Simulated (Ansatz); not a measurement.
A generator proposed this cell of Au.

```
CELL_PARAMETERS angstrom
3.92841 0.00000 0.00000
0.00000 3.92841 0.00000
0.00000 0.00000 3.92841
ATOMIC_POSITIONS crystal
Au 0.50000 0.00000 0.00000
Au 0.00000 0.50000 0.00000
Au 0.00000 0.00000 0.50000
```

The calculation used Ansatz, DFT PBE, scalar-relativistic, plane waves, PAW. Settings: cutoff 420 eV, Γ-centred mesh 4×4×4 on the computed 3-atom cell, Gaussian smearing of 0.10 eV; no spin polarisation.

Energies count from the standard state of Au at the same level.

Q: How far from equilibrium is it?

A: The pressure is 4.6 GPa (it wants to expand), the largest force is 0.00 eV/Å (symmetry fixes the atoms), and the energy is +0.04 eV/atom against the standard state. The shortest distance is 2.78 Å.

Q: Is it a good guess?

A: A good one: relaxing gains under 0.1 eV/atom (the start's value is from the coarse mesh, so the gain is rough) in 9 ionic steps and ends at +0.08 eV/atom on the finer mesh. The symmetry stays Pm-3m (No. 221). The volume per atom grows by 4.1 %, from 20.2 to 21.0 Å³. The shortest distance goes from 2.78 Å (Au–Au) to 2.82 Å (Au–Au). Conventional cell: a = 3.982 Å. Around Au lie 8 Au at 2.82 Å.

The last run used a 12×12×12 mesh for its 3-atom cell and Gaussian smearing of 0.10 eV. Spin–orbit coupling, which can matter for Au, is left out. The relaxation can't lower the symmetry of the start, and the grade says only how near the guess is to its own end. A later test with randomly moved atoms came back to the same energy, though modes that don't fit the test's cell weren't probed.
